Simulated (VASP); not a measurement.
NaF (Villiaumite), 2 atoms in the cell. The typed cell holds 2 atoms: a = 3.281 Å, b = 3.281 Å, c = 3.281 Å, α = 60.00°, β = 60.00°, γ = 60.00°.  The cell isn't the ideal one: atoms moved at random, drawn with an rms of 0.05 Å.

- Program: VASP 6.6.1
- Task: single point
- Functional: PBE
- Potentials or basis: VASP PAW PBE potentials, release 64 (Na_pv, F)
- Cutoff: 520 eV
- k mesh: 10 × 10 × 10
- Occupations: fermi-dirac, width 0.05 eV
- Spin: no spin polarisation
- Further INCAR settings: ALGO = Normal; EDIFF = 1e-07; NBANDS = 14

Potentials or basis: VASP PAW PBE potentials, release 64 (Na_pv, F).

Command:

```console
$ cat potpaw_PBE.64/Na_pv/POTCAR potpaw_PBE.64/F/POTCAR > POTCAR
$ mpirun -np 1 vasp_std > vasp.out
```

Hardware: 1 thread of Intel(R) Xeon(R) Platinum 8488C (Sapphire Rapids), on a shared host.

Problem. How long does it take, and how much memory?

Solution. Wall time 60 s on 1 thread of Intel(R) Xeon(R) Platinum 8488C (Sapphire Rapids) (shared host), peak memory 0.25 GiB. Counts: scf iterations 13, k points 504.
